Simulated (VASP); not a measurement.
# Sb (I4/mmm) in VASP: notebook

One crystal, Sb, is run at these levels: r2SCAN; tasks: single point.

Everything below comes from runs of VASP 6.6.1. Logs are shortened: lines on timing, memory, paths and dates and some standing lists are left out, and cuts for length are marked.

## Step 1: Starting point

It takes space group I4/mmm (No. 139, tetragonal). Conventional cell: a = 3.153 Å, b = 3.153 Å, c = 5.424 Å, α = 90.00°, β = 90.00°, γ = 90.00°. Sb (site symmetry 4/mmm) is surrounded by 12 Sb at 3.15 to 3.51 Å.

This isn't the form of Sb at room conditions, which is rhombohedral.

## Step 2: Single point, r2SCAN

Contents of INCAR:

```
SYSTEM = Sb
PREC = Normal
ENCUT = 400
EDIFF = 1E-6
ISMEAR = 0
SIGMA = 0.1
LREAL = .FALSE.
LASPH = .TRUE.
NELM = 100
ALGO = Normal
ISIF = 2
LWAVE = .FALSE.
LCHARG = .FALSE.
METAGGA = R2SCAN
LMIXTAU = .TRUE.
ADDGRID = .FALSE.
```

Contents of KPOINTS:

```
regular mesh
0
G
  11 11 11
  0 0 0
```

Contents of POSCAR:

```
Sb
1.0
   -1.5765401831      1.5765401831      2.7119384313
    1.5765401831     -1.5765401831      2.7119384313
    1.5765401831      1.5765401831     -2.7119384313
Sb
1
Direct
    0.0000000000      0.0000000000      0.0000000000
```

Potentials or basis: VASP PAW PBE potentials, release 64 (Sb).

The run is started by

```console
$ cat potpaw_PBE.64/Sb/POTCAR > POTCAR
$ mpirun -np 1 vasp_std > vasp.out
```

OUTCAR:

```text
SYSTEM = Sb
   PREC = Normal
   ENCUT = 400
   EDIFF = 1E-6
   ISMEAR = 0
   LREAL = .FALSE.
   LASPH = .TRUE.
   NELM = 100
   ISIF = 2
   METAGGA = R2SCAN

 Found    126 irreducible k-points:

 Following reciprocal coordinates:
            Coordinates               Weight
  0.000000  0.000000  0.000000      1.000000
  0.090909  0.000000  0.000000      8.000000
  0.181818  0.000000 -0.000000      8.000000
  0.272727  0.000000 -0.000000      8.000000
  0.363636  0.000000 -0.000000      8.000000
  0.454545  0.000000 -0.000000      8.000000
   k-points           NKPTS =    126   k-points in BZ     NKDIM =    126   number of bands    NBANDS=      6
   number of dos      NEDOS =    301   number of ions     NIONS =      1
   total plane-waves  NPLWV =   5832
   dimension x,y,z NGX =    18 NGY =   18 NGZ =   18
   dimension x,y,z NGXF=    36 NGYF=   36 NGZF=   36
   ions per type =               1
   NGX,Y,Z   is equivalent  to a cutoff of   8.52,  8.52,  8.52 a.u.
   NGXF,Y,Z  is equivalent  to a cutoff of  17.05, 17.05, 17.05 a.u.
 SYSTEM =  Sb
   PREC   = normal    normal or accurate (medium, high low for compatibility)
   ISTART =      0    job   : 0-new  1-cont  2-samecut
   ICHARG =      2    charge: 1-file 2-atom 10-const
   ISPIN  =      1    spin polarized calculation?
   LNONCOLLINEAR =      F non collinear calculations
   LSORBIT =      F    spin-orbit coupling
   LASPH  =      T    aspherical Exc in radial PAW
   ENCUT  =  400.0 eV  29.40 Ry    5.42 a.u.   5.73  5.73  5.73*2*pi/ulx,y,z
   NELM   =    100;   NELMIN=  2; NELMDL= -5     # of ELM steps
   EDIFF  = 0.1E-05   stopping-criterion for ELM
   LREAL  =      F    real-space projection
   EDIFFG = 0.1E-04   stopping-criterion for IOM
   NSW    =      0    number of steps for IOM
   IBRION =     -1    ionic relax: 0-MD 1-quasi-New 2-CG
   NFREE  =      0    steps in history (QN), initial steepest desc. (CG)
   ISIF   =      2    stress and relaxation
   ISYM   =      2    0-nonsym 1-usesym 2-fastsym
   POTIM  = 0.5000    time-step for ionic-motion
   TEBEG  =    0.0;   TEEND  =   0.0 temperature during run
   PSTRESS=    0.0 pullay stress
   NELECT =       5.0000    total number of electrons
   NUPDOWN=      -1.0000    fix difference up-down
   EMIN   =  10.00;   EMAX   =-10.00  energy-range for DOS
   EFERMI =   0.00;   METHOD = LEGACY
   ISMEAR =     0;   SIGMA  =   0.10  broadening in eV -4-tet -1-fermi 0-gaus
   EFERMI_NEDOS =   21; number of points for ismear=-14 and -15
   IALGO  =     38    algorithm
   IMIX   =      4    mixing-type and parameters
     AMIX     =   0.40;   BMIX     =  1.00
     AMIX_MAG =   1.60;   BMIX_MAG =  1.00
  volume/ion in A,a.u.               =      26.96       181.95
  Fermi-wavevector in a.u.,A,eV,Ry     =   0.933573  1.764197 11.858269  0.871558
  Thomas-Fermi vector in A             =   2.060288
   LORBIT       =      0    0 simple, 1 ext, 2 COOP (PROOUT), +10 PAW based schemes
   METAGGA = R2SCAN    functional components
   LHFCALC =     F    Hartree Fock is set to
   AEXX    =    0.0000 exact exchange contribution
   IVDW    =     0    specifies the selected vdW correction
   LEPSILON=     F    determine dielectric tensor
   LRPA    =     F    only Hartree local field effects (RPA)
 non-spin polarized calculation
 Gauss-broadening in eV      SIGMA  =   0.10
  energy-cutoff  :      400.00
  volume of cell :       26.96
 maximum number of plane-waves:       501
   NGX = 11   NGY = 11   NGZ = 11

 number of electron       5.0000000 magnetization

 Free energy of the ion-electron system (eV)
  ---------------------------------------------------
  ext. energy  EPLUGINS =         0.00000000
  ---------------------------------------------------
  free energy    TOTEN  =       -25.26357736 eV

  energy without entropy =      -25.26075864  energy(sigma->0) =      -25.26216800

 E-fermi :   8.5048     XC(G=0): -10.7898

 val. band max:        8.4574967562   @ k =  -0.3636   0.1818   0.0909
 cond. band min:       8.5225984559   @ k =  -0.1818   0.3636   0.0909
 fundamental gap:      0.0651016997
 Fermi energy:         8.5048270331

 k-point     1 :       0.0000    0.0000    0.0000
  band No.  band energies     occupation
      1      -5.1337      2.00000
      2      13.3318      0.00000
      3      14.1980      0.00000
      4      14.1980      0.00000
      5      18.1673      0.00000
      6      19.6753      0.00000

 k-point     2 :       0.0909    0.0000    0.0000
  band No.  band energies     occupation
      1      -4.9581      2.00000
      2      12.4605      0.00000
      3      13.1763      0.00000
      4      14.1600      0.00000
      5      18.0655      0.00000
      6      18.6226      0.00000

 k-point     3 :       0.1818    0.0000   -0.0000
  band No.  band energies     occupation
      1      -4.4342      2.00000
      2       9.8107      0.00000
      3      12.2202      0.00000
      4      14.0897      0.00000
      5      16.8348      0.00000
      6      18.5153      0.00000

 k-point     4 :       0.2727    0.0000   -0.0000
  band No.  band energies     occupation
      1      -3.5761      2.00000
      2       7.0180      2.00000
      3      11.3396      0.00000
      4      14.0586      0.00000
      5      15.9314      0.00000
      6      18.4507      0.00000

 k-point     5 :       0.3636    0.0000   -0.0000
  band No.  band energies     occupation
      1      -2.4375      2.00000
      2       4.5094      2.00000
      3      10.6787      0.00000
      4      14.0875      0.00000
      5      15.3418      0.00000
      6      18.6351      0.00000

 k-point     6 :       0.4545    0.0000   -0.0000
  band No.  band energies     occupation
      1      -1.2867      2.00000
      2       2.6561      2.00000
      3      10.3293      0.00000
      4      14.1326      0.00000
      5      15.0505      0.00000
      6      19.0554      0.00000

 [... further k-points ...]

------------------------ aborting loop because EDIFF is reached ----------------------------------------

  FORCE on cell =-STRESS in cart. coord.  units (eV):
  Direction    XX          YY          ZZ          XY          YZ          ZX
  --------------------------------------------------------------------------------------
  -------------------------------------------------------------------------------------
  Total        0.0988392      0.0988392      0.2294085      0.0000000     -0.0000000      0.0000000
  in kB        5.8734070      5.8734070     13.6323356      0.0000000     -0.0000000      0.0000000
  external PRESSURE =       8.4597166 kB  Pullay stress =       0.0000000 kB

 VOLUME and BASIS-vectors are now :
 -----------------------------------------------------------------------------
  energy-cutoff  :      400.00
  volume of cell :       26.96
      direct lattice vectors                 reciprocal lattice vectors
    -1.576540183  1.576540183  2.711938431     0.000000000  0.317150178  0.184369967
     1.576540183 -1.576540183  2.711938431     0.317150178  0.000000000  0.184369967
     1.576540183  1.576540183 -2.711938431     0.317150178  0.317150178  0.000000000

 POSITION                                       TOTAL-FORCE (eV/Angst)
 -----------------------------------------------------------------------------------
      0.00000      0.00000      0.00000         0.000000     -0.000000      0.000000
 -----------------------------------------------------------------------------------
    total drift:                                0.000000      0.000000      0.000000

  FREE ENERGIE OF THE ION-ELECTRON SYSTEM (eV)
  ---------------------------------------------------
  free  energy   TOTEN  =       -25.2635773585 eV

  energy  without entropy=      -25.2607586432  energy(sigma->0) =      -25.26216800
```

Run time: 17 s. Hardware: 1 thread of Intel Xeon 6975P-C (Granite Rapids), shared host; peak memory 0.12 GiB.

These settings aren't checked as converged: the numbers below hold their error.

What came out:

```yaml
Free_energy: -25.2636 eV
Pressure: 0.8 GPa
Band_gap_on_the_k_mesh: none (metal or under the smearing width)
```

Caveat: the PAW data sets were made with another functional, which shifts forces and pressure a little.

## Step 3: Single point, r2SCAN

INCAR is that of step 2.

KPOINTS is that of step 2.

Contents of POSCAR:

```
Sb
1.0
   -1.5638750000      1.6131910000      2.7402030000
    1.6104090000     -1.5604430000      2.7365900000
    1.5281950000      1.5247630000     -2.7095380000
Sb
1
Direct
    0.0004760000      0.0218010000      0.0165680000
```

Potentials or basis: VASP PAW PBE potentials, release 64 (Sb).

The run is started by

```console
$ cat potpaw_PBE.64/Sb/POTCAR > POTCAR
$ mpirun -np 1 vasp_std > vasp.out
```

OUTCAR:

```text
SYSTEM = Sb
   PREC = Normal
   ENCUT = 400
   EDIFF = 1E-6
   ISMEAR = 0
   LREAL = .FALSE.
   LASPH = .TRUE.
   NELM = 100
   ISIF = 2
   METAGGA = R2SCAN

 Found    666 irreducible k-points:

 Following reciprocal coordinates:
            Coordinates               Weight
  0.000000  0.000000  0.000000      1.000000
  0.090909  0.000000  0.000000      2.000000
  0.181818 -0.000000  0.000000      2.000000
  0.272727  0.000000 -0.000000      2.000000
  0.363636 -0.000000  0.000000      2.000000
  0.454545  0.000000 -0.000000      2.000000
   k-points           NKPTS =    666   k-points in BZ     NKDIM =    666   number of bands    NBANDS=      6
   number of dos      NEDOS =    301   number of ions     NIONS =      1
   total plane-waves  NPLWV =   5832
   dimension x,y,z NGX =    18 NGY =   18 NGZ =   18
   dimension x,y,z NGXF=    36 NGYF=   36 NGZF=   36
   ions per type =               1
   NGX,Y,Z   is equivalent  to a cutoff of   8.44,  8.46,  8.64 a.u.
   NGXF,Y,Z  is equivalent  to a cutoff of  16.89, 16.92, 17.28 a.u.
 SYSTEM =  Sb
   PREC   = normal    normal or accurate (medium, high low for compatibility)
   ISTART =      0    job   : 0-new  1-cont  2-samecut
   ICHARG =      2    charge: 1-file 2-atom 10-const
   ISPIN  =      1    spin polarized calculation?
   LNONCOLLINEAR =      F non collinear calculations
   LSORBIT =      F    spin-orbit coupling
   LASPH  =      T    aspherical Exc in radial PAW
   ENCUT  =  400.0 eV  29.40 Ry    5.42 a.u.   5.78  5.77  5.65*2*pi/ulx,y,z
   NELM   =    100;   NELMIN=  2; NELMDL= -5     # of ELM steps
   EDIFF  = 0.1E-05   stopping-criterion for ELM
   LREAL  =      F    real-space projection
   EDIFFG = 0.1E-04   stopping-criterion for IOM
   NSW    =      0    number of steps for IOM
   IBRION =     -1    ionic relax: 0-MD 1-quasi-New 2-CG
   NFREE  =      0    steps in history (QN), initial steepest desc. (CG)
   ISIF   =      2    stress and relaxation
   ISYM   =      2    0-nonsym 1-usesym 2-fastsym
   POTIM  = 0.5000    time-step for ionic-motion
   TEBEG  =    0.0;   TEEND  =   0.0 temperature during run
   PSTRESS=    0.0 pullay stress
   NELECT =       5.0000    total number of electrons
   NUPDOWN=      -1.0000    fix difference up-down
   EMIN   =  10.00;   EMAX   =-10.00  energy-range for DOS
   EFERMI =   0.00;   METHOD = LEGACY
   ISMEAR =     0;   SIGMA  =   0.10  broadening in eV -4-tet -1-fermi 0-gaus
   EFERMI_NEDOS =   21; number of points for ismear=-14 and -15
   IALGO  =     38    algorithm
   IMIX   =      4    mixing-type and parameters
     AMIX     =   0.40;   BMIX     =  1.00
     AMIX_MAG =   1.60;   BMIX_MAG =  1.00
  volume/ion in A,a.u.               =      26.96       181.95
  Fermi-wavevector in a.u.,A,eV,Ry     =   0.933573  1.764197 11.858272  0.871558
  Thomas-Fermi vector in A             =   2.060288
   LORBIT       =      0    0 simple, 1 ext, 2 COOP (PROOUT), +10 PAW based schemes
   METAGGA = R2SCAN    functional components
   LHFCALC =     F    Hartree Fock is set to
   AEXX    =    0.0000 exact exchange contribution
   IVDW    =     0    specifies the selected vdW correction
   LEPSILON=     F    determine dielectric tensor
   LRPA    =     F    only Hartree local field effects (RPA)
 non-spin polarized calculation
 Gauss-broadening in eV      SIGMA  =   0.10
  energy-cutoff  :      400.00
  volume of cell :       26.96
 maximum number of plane-waves:       504
   NGX = 11   NGY = 11   NGZ = 11

 number of electron       4.9999999 magnetization

 Free energy of the ion-electron system (eV)
  ---------------------------------------------------
  ext. energy  EPLUGINS =         0.00000000
  ---------------------------------------------------
  free energy    TOTEN  =       -25.26460892 eV

  energy without entropy =      -25.26041079  energy(sigma->0) =      -25.26250985

 E-fermi :   8.4726     XC(G=0): -10.7819

 val. band max:        8.4630476576   @ k =   0.0000   0.1818   0.4545
 cond. band min:       8.4748593464   @ k =   0.1818   0.1818   0.0000
 fundamental gap:      0.0118116889
 Fermi energy:         8.4725764592

 k-point     1 :       0.0000    0.0000    0.0000
  band No.  band energies     occupation
      1      -5.1386      2.00000
      2      13.1608      0.00000
      3      14.1948      0.00000
      4      14.2480      0.00000
      5      18.1003      0.00000
      6      19.3401      0.00000

 k-point     2 :       0.0909    0.0000    0.0000
  band No.  band energies     occupation
      1      -4.9660      2.00000
      2      12.2713      0.00000
      3      13.1996      0.00000
      4      14.1937      0.00000
      5      18.1345      0.00000
      6      18.6070      0.00000

 k-point     3 :       0.1818   -0.0000    0.0000
  band No.  band energies     occupation
      1      -4.4516      2.00000
      2       9.6592      0.00000
      3      12.2487      0.00000
      4      14.1657      0.00000
      5      16.9104      0.00000
      6      18.5995      0.00000

 k-point     4 :       0.2727    0.0000   -0.0000
  band No.  band energies     occupation
      1      -3.6100      2.00000
      2       6.8972      2.00000
      3      11.4032      0.00000
      4      14.1874      0.00000
      5      16.0070      0.00000
      6      18.5959      0.00000

 k-point     5 :       0.3636   -0.0000    0.0000
  band No.  band energies     occupation
      1      -2.4970      2.00000
      2       4.4261      2.00000
      3      10.7675      0.00000
      4      14.2646      0.00000
      5      15.4183      0.00000
      6      18.7976      0.00000

 k-point     6 :       0.4545    0.0000   -0.0000
  band No.  band energies     occupation
      1      -1.3845      2.00000
      2       2.6176      2.00000
      3      10.4307      0.00000
      4      14.3405      0.00000
      5      15.1280      0.00000
      6      19.1188      0.00000

 [... further k-points ...]

------------------------ aborting loop because EDIFF is reached ----------------------------------------

  FORCE on cell =-STRESS in cart. coord.  units (eV):
  Direction    XX          YY          ZZ          XY          YZ          ZX
  --------------------------------------------------------------------------------------
  -------------------------------------------------------------------------------------
  Total        0.1580392      0.1608842      0.2564475     -0.0317428      0.0147932     -0.0107410
  in kB        9.3912986      9.5603615     15.2390958     -1.8862798      0.8790673     -0.6382723
  external PRESSURE =      11.3969186 kB  Pullay stress =       0.0000000 kB

 VOLUME and BASIS-vectors are now :
 -----------------------------------------------------------------------------
  energy-cutoff  :      400.00
  volume of cell :       26.96
      direct lattice vectors                 reciprocal lattice vectors
    -1.563875000  1.613191000  2.740203000     0.002055809  0.316948054  0.179518554
     1.610409000 -1.560443000  2.736590000     0.317083613  0.001847581  0.179876686
     1.528195000  1.524763000 -2.709538000     0.322328449  0.322401118 -0.005843793

 POSITION                                       TOTAL-FORCE (eV/Angst)
 -----------------------------------------------------------------------------------
      0.05968     -0.00799      0.01607         0.000000     -0.000000      0.000000
 -----------------------------------------------------------------------------------
    total drift:                                0.000001     -0.000000      0.000001

  FREE ENERGIE OF THE ION-ELECTRON SYSTEM (eV)
  ---------------------------------------------------
  free  energy   TOTEN  =       -25.2646089176 eV

  energy  without entropy=      -25.2604107865  energy(sigma->0) =      -25.26250985
```

stdout:

```text
POSCAR found type information on POSCAR Sb
 POSCAR found :  1 types and       1 ions
 scaLAPACK will be used
 -----------------------------------------------------------------------------
|                                                                             |
|                                                                             |
|     You enforced a specific xc type in the INCAR file but a different       |
|     I HOPE YOU KNOW WHAT YOU ARE DOING!                                     |
|                                                                             |
 -----------------------------------------------------------------------------

 LDA part: xc-table for (None), standard interpolation
 POSCAR, INCAR and KPOINTS ok, starting setup
 FFT: planning ... GRIDC
 FFT: planning ... GRID_SOFT
 FFT: planning ... GRID
 WAVECAR not read
 entering main loop
```

It took 85 s on 1 thread of Intel Xeon 6975P-C (Granite Rapids), shared host; peak memory 0.19 GiB.

The run converged, but some of its settings lie outside the range that counts as converged, so its numbers aren't taken as properties of the crystal.

What came out:

| Property | Result |
| --- | --- |
| Free energy | -25.2646 eV |
| Pressure | 1.1 GPa |
| Band gap on the k mesh | none (metal or under the smearing width) |

Caveat: the PAW data sets were made with another functional, which shifts forces and pressure a little.

## Step 4: Single point, r2SCAN

INCAR: that of step 3 with these lines changed.

```diff
@@ -1,3 +1,3 @@
 SYSTEM = Sb
-PREC = Normal
+PREC = Accurate
 ENCUT = 400
@@ -6,3 +6,3 @@
 SIGMA = 0.1
-LREAL = .FALSE.
+LREAL = Auto
 LASPH = .TRUE.
```

KPOINTS is that of step 3.

Contents of POSCAR:

```
Sb
1.0
   -1.5765401831      1.5765401831      2.7119384313
    1.5765401831     -1.5765401831      2.7119384313
    1.5765401831      1.5765401831     -2.7119384313
Sb
1
Direct
    0.0000000000      0.0000000000      0.0000000000
```

The run is started by

```console
$ cat potpaw_PBE.64/Sb/POTCAR > POTCAR
$ mpirun -np 1 vasp_std > vasp.out
```

Run time: 24 s. Hardware: 1 thread of Intel Xeon 6975P-C (Granite Rapids), shared host; peak memory 0.14 GiB.

These settings aren't checked as converged: the numbers below hold their error.

What came out:

```
Free energy            : -25.2638 eV
Pressure               : 0.9 GPa
Band gap on the k mesh : none (metal or under the smearing width)
```

Caveat: the PAW data sets were made with another functional, which shifts forces and pressure a little.

## Step 5: For comparison

An earlier run on the cell as given: functional PBEsol; potentials or basis VASP PAW PBE potentials, release 64 (Sb); cutoff 520 eV; k mesh 12 × 12 × 12; occupations fermi-dirac, width 0.05 eV; no spin polarisation.

* Pressure: -1.3 GPa
* Band gap on the k mesh: none (metal or under the smearing width)
